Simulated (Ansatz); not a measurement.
**Si7Ge: energy along a strain**

Si7Ge, P-43m, a = 5.459 Å. The structure is a Materials Project entry; whether it is the stable form wasn't checked. Ansatz: PBEsol, PAW, 420 eV, Γ-centred 6×6×6 mesh on 8 atoms, Gaussian smearing 0.03 eV; no spin polarisation. Cell vectors (Å): 5.459 0.000 0.000; 0.000 5.459 0.000; 0.000 0.000 5.459. The cell is strained by x per cent times the pattern (0 1 0 0 0 0) in the order xx yy zz yz xz xy (engineering shears), with fractional coordinates held. y is the free energy over the start, V0 = 20.337 Å³/atom. Points with a strain past 8.5 % were computed too (3) and aren't used here.

```
x (%) y (meV/atom)
-7.50         55.47
-5.00         24.58
-2.50             ?
 0.00          0.00
 2.50          5.93
 5.00         23.31
 7.50         51.48
```

**Question.** Fit y = c2 x² + c3 x³ to the other rows, get the stiffness along the pattern, and predict the missing energy.

**Answer.** Least squares on the rows shown. y = 0.95189 x² − 0.0047550 x³. The clamped-ion stiffness p·C·p = 2 × 9.519 eV × 160.2 / 20.337 Å³ = 150 GPa, which is C22 in these axes (C11 of the cubic crystal). At x = -2.50 the fit asked for gives 6.02 meV/atom. The run gave 6.11 meV/atom, so the fit is 0.09 meV/atom too low, within the rms miss on the fitted rows (0.11 meV/atom). Note that the gap is open there and closed in the run one row up.